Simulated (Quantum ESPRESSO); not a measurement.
HfN in Quantum ESPRESSO: the effect of target pressure

The system is HfN.

```xyz
2
Lattice="0.0000 2.4548 2.4548 2.4548 0.0000 2.4548 2.4548 2.4548 0.0000" Properties=species:S:1:pos:R:3 pbc="T T T"
Hf    0.0000    0.0000    0.0000
N     1.2274    1.2274    1.2274
```

The cell comes from a database or a generator and needn't be the stable form of this composition.

Alike in all runs:

```yaml
Program: Quantum ESPRESSO 7.5
Task: phonons
Functional: LDA
Potentials_or_basis: GBRV 1.5 LDA
Cutoff: 612 eV
Density_cutoff: 4898 eV
k_mesh: 9 × 9 × 9
Occupations: cold, width 0.2 eV
Spin: no spin polarisation
```

Each run relaxes the cell or the atoms first.

| target pressure | relaxed volume (Å³/atom) | highest phonon frequency (cm⁻¹) |
| --- | --- | --- |
| -3 GPa | 14.29 | 516 |
| 0 GPa | ? | ? |
| 3 GPa | 13.91 | 543 |
| 8 GPa | 13.62 | 564 |
| 15 GPa | 13.27 | 590 |

What does the run with target pressure 0 GPa give?

Relaxed volume 14.09 Å³/atom; highest phonon frequency 530 cm⁻¹.

Worked out: In Murnaghan's law V^(-B') rises as a straight line in P. The other rows fit best with B' = 4.0, V0 = 14.09 Å³/atom and B0 = 220 GPa, which gives 14.09 Å³/atom at 0 GPa, against the run's 14.09. A parabola through the other rows of the highest phonon frequency, of slope 4.53 cm⁻¹ per GPa there, gives 530 cm⁻¹, against the run's 530.

Caveats: the cell is more than 3 GPa from zero pressure, which shifts response properties (some runs).

Runs at the PBE level aren't shown here.
